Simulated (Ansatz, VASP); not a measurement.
**Ti: VASP beside Ansatz**

```
Ti
1.0
     0.00000   -3.21023    0.00000
    -3.21023    0.00000    0.00000
     0.00000    0.00000   -3.21023
Ti
2
Direct
  0.50000 0.50000 0.50000
  0.00000 0.00000 0.00000
```

Alike in both runs: task single point; functional PBEsol; k mesh 10 × 10 × 10; occupations gaussian, width 0.15 eV; no spin polarisation.

```csv
,VASP,Ansatz
version,VASP 6.6.1,Ansatz 0.2.0
potentials or method,"VASP PAW PBE potentials, release 64 (Ti_sv)","scalar-relativistic, plane waves, PAW"
plane-wave cutoff (eV),520,420
valence electrons in the cell,24,24
```

Ansatz gave:

| Item | Value |
| --- | --- |
| gap on the k mesh at the Fermi level (eV) | none |
| pressure (GPa) | 0.0 |

Task: Estimate VASP's values.

Result: gap on the k mesh at the Fermi level (eV): none; pressure (GPa): -0.4.

A gap of «none» marks a metal or a gap that the smearing closes. With one functional, cell and mesh, what is left measures potentials, basis and numerics.

Caveats: the PAW data sets were made with another functional, which shifts forces and pressure a little (VASP).
